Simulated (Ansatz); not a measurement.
## Calculation log, SiC (F-43m) (quasi-harmonic thermal expansion)

Method: PBEsol, PAW on Ansatz 0.2.0's default frozen-core files (fitted under PBE), scalar-relativistic.

The cell comes from a PAW relaxation under the same functional.

Command line:

```sh
ansatz run input.yaml --threads 2 --pin off --max-ram 5120MiB --backend cpu --events-out ev --progress --plain --runs-dir out
```

Input:

```yaml
crystal:
  lattice:
    - [0.0, 2.17841187113, 2.17841187113]
    - [2.17841187113, 0.0, 2.17841187113]
    - [2.17841187113, 2.17841187113, 0.0]
  atoms:
    - { symbol: Si, position: [0.0, 0.0, 0.0] }
    - { symbol: C, position: [0.75, 0.75, 0.75] }
kpoints:
  mp_grid: { grid: [8, 8, 8] }
scf:
  occupations: { method: fixed }
hamiltonian:
  xc: pbesol
  pseudopotentials: { kind: paw }
phonons:
  qmesh: [4, 4, 4]
  thermal_expansion: {}
  temperatures: { t_min: 0, t_max: 800, t_step: 50 }
```

Output:

```
Warning: phonons: the dynamical matrix that this run interpolates holds no multipole term above the dipole-dipole one, and a site of this crystal is no centre of inversion, so its interpolated transverse optical and acoustic branches and sound speeds can stay off near Gamma, and the density of states and the thermodynamics with them. What a run solves at a wave vector of phonons.qpoints, Gamma apart, where the deck ...
Warning: RAYON_NUM_THREADS=2 ignored (pool sized by the plan → 2); use --threads N
The last accepted step is kept in <dir> (removed where the run ends without a failure and the disk answers)
Engine: ansatz 0.2.0, aarch64-unknown-linux-gnu
Pseudopotentials: kind: paw
Pseudopotential: Si, paw, valence charge 4, recommended cutoff 420 eV (normal), Si.paw.azcp
Pseudopotential: C, paw, valence charge 4, recommended cutoff 420 eV (normal), C.paw.azcp
Functional definition: PBEsol
  exchange = pbesol_x
  correlation = pbesol_c
Crystal: 2 atoms, lattice volume = 20.675 Å³
Basis set: ecut = 487.2 eV, 531 PW (Γ), exchange–correlation on 48×48×48 points (8 copies of the dense FFT grid, shifted against one another)
[... 89 lines left out ...]
   298.15    3.08974    3.08974    3.08974    20.8570 |    2.43    2.43    2.43    7.28 |       - |    27.384    27.341 |   216.28   216.62
   350.00    3.09017    3.09017    3.09017    20.8657 |    2.96    2.96    2.96    8.88 |    8.11 |    31.517    31.443 |   215.72   216.23
   450.00    3.09122    3.09122    3.09122    20.8868 |    3.73    3.73    3.73   11.19 |    9.44 |    37.219    37.067 |   214.51   215.39
   550.00    3.09245    3.09245    3.09245    20.9120 |    4.25    4.25    4.25   12.74 |   10.47 |    40.871    40.631 |   213.20   214.46
   650.00    3.09383    3.09383    3.09383    20.9398 |    4.60    4.60    4.60   13.80 |   11.29 |    43.290    42.959 |   211.84   213.47
   750.00    3.09529    3.09529    3.09529    20.9695 |    4.86    4.86    4.86   14.57 |   11.95 |    44.961    44.539 |   210.44   212.44
   800.00    3.09605    3.09605    3.09605    20.9850 |    4.96    4.96    4.96   14.87 |   12.23 |    45.609    45.140 |   209.73   211.91
  the static fit leaves 0.000 meV an atom of the energies and, of the stresses, 0.000 GPa of each cell's largest along a strain (root mean squares over the cells), whose Pulay part it has at -0.009 GPa
  vibrations' free energy: its fit passes through its cells
  the electrons' free energy at temperature is not in it: every band gap is over 0.83 eV
  free energies summed between the sampled wave vectors
  estimated error of the fitted expansion in any direction: up to 0.020e-6/K, at 800 K, with few degrees of freedom (an estimate, not a bound: it was exceeded on models of known expansion)
  by sums over the sampled wave vectors an expansion of the volume parts by up to 0.25e-6/K
  by a static energy of one degree less an expansion of the volume parts by up to 0.00e-6/K
  band gaps on the cells' k-points are 1.215 to 1.270 eV
```

The calculation finished and met its thresholds.

Head of thermal_expansion.tsv:

```
# thermal expansion in the quasi-harmonic approximation; lengths in Å, angles in degrees, expansions in K^-1, heat capacities and entropies in eV/K of the cell, energies in eV of the cell
# pressure_gpa: 0
# no lower state was reached at cell 4
# cell 1, search: [[0.0, 2.17841187113, 2.17841187113], [2.17841187113, 0.0, 2.17841187113], [2.17841187113, 2.17841187113, 0.0]] Å
# cell 2, search: [[0.0, 2.1958391660990397, 2.1958391660990397], [2.1958391660990397, 0.0, 2.1958391660990397], [2.1958391660990397, 2.1958391660990397, 0.0]] Å
# cell 3, search: [[0.0, 2.1611228880257936, 2.1611228880257936], [2.1611228880257936, 0.0, 2.1611228880257936], [2.1611228880257936, 2.1611228880257936, 0.0]] Å
# cell 4, equilibrium: [[0.0, 2.178563256928679, 2.178563256928679], [2.178563256928679, 0.0, 2.178563256928679], [2.178563256928679, 2.178563256928679, 0.0]] Å
# cell 5, direction_probe: [[0.0, 2.189456073213323, 2.189456073213323], [2.189456073213323, 0.0, 2.189456073213323], [2.189456073213323, 2.189456073213323, 0.0]] Å
# cell 6, path: [[0.0, 2.1836398107087573, 2.1836398107087573], [2.1836398107087573, 0.0, 2.1836398107087573], [2.1836398107087573, 2.1836398107087573, 0.0]] Å
# cell 7, path: [[0.0, 2.1938284344504564, 2.1938284344504564], [2.1938284344504564, 0.0, 2.1938284344504564], [2.1938284344504564, 2.1938284344504564, 0.0]] Å
# cell 8, static_along: [[0.0, 2.1569399340894324, 2.1569399340894324], [2.1569399340894324, 0.0, 2.1569399340894324], [2.1569399340894324, 2.1569399340894324, 0.0]] Å
# cell 9, static_along: [[0.0, 2.1677246337598794, 2.1677246337598794], [2.1677246337598794, 0.0, 2.1677246337598794], [2.1677246337598794, 2.1677246337598794, 0.0]] Å
# cell 10, static_along: [[0.0, 2.201501087613037, 2.201501087613037], [2.201501087613037, 0.0, 2.201501087613037], [2.201501087613037, 2.201501087613037, 0.0]] Å
# free energies summed between the sampled wave vectors
# fit_thermal_expansion_error: an estimate, not a bound: it was exceeded on models of known expansion
# T[K]	a	b	c	alpha	beta	gamma	volume	a_expansion	b_expansion	c_expansion	volumetric_expansion	alpha_rate[deg/K]	beta_rate[deg/K]	gamma_rate[deg/K]	mean_volumetric_expansion	C_P	C_V	entropy	helmholtz_free_energy	gibbs_fre
```

Thermal expansion:

Quasi-harmonic lattice of a crystal by Kohn-Sham DFT: finite-displacement phonons on strained cells about the given cell, electrons' free energy included in metals.

| temperature (K) | volume expansion coefficient (×10⁻⁶/K) | volume over given cell less one (%) | heat capacity constant pressure (k_B/atom) | isothermal bulk modulus (GPa) | grueneisen parameter |
| --- | --- | --- | --- | --- | --- |
| 50 | 0.05603 | 0.8045 | 0.03299 | 217.5 | 0.2788 |
| 100 | 0.5717 | 0.8058 | 0.2791 | 217.5 | 0.3362 |
| 150 | 1.797 | 0.8114 | 0.6436 | 217.3 | 0.4581 |
| 200 | 3.585 | 0.8248 | 1.019 | 217.1 | 0.5769 |
| 250 | 5.536 | 0.8479 | 1.364 | 216.7 | 0.6651 |
| 300 | 7.342 | 0.8804 | 1.657 | 216.3 | 0.7251 |
| 350 | 8.884 | 0.9215 | 1.895 | 215.7 | 0.7659 |
| 400 | 10.16 | 0.9697 | 2.086 | 215.1 | 0.7943 |
| 450 | 11.19 | 1.024 | 2.238 | 214.5 | 0.8148 |
| 500 | 12.04 | 1.082 | 2.36 | 213.9 | 0.83 |
| 550 | 12.74 | 1.145 | 2.458 | 213.2 | 0.8416 |
| 600 | 13.31 | 1.211 | 2.538 | 212.5 | 0.8507 |
| 650 | 13.8 | 1.28 | 2.603 | 211.8 | 0.858 |
| 700 | 14.21 | 1.351 | 2.658 | 211.1 | 0.8641 |
| 750 | 14.57 | 1.424 | 2.704 | 210.4 | 0.8691 |
| 800 | 14.87 | 1.498 | 2.743 | 209.7 | 0.8734 |

Known limits: frozen-core PAW files fitted under PBE, their cores solved anew for the functional of the run; expansion moves with the q mesh.

It took 10 min on 2 threads of Arm Neoverse V1, on a shared host, peak memory 0.51 GiB.
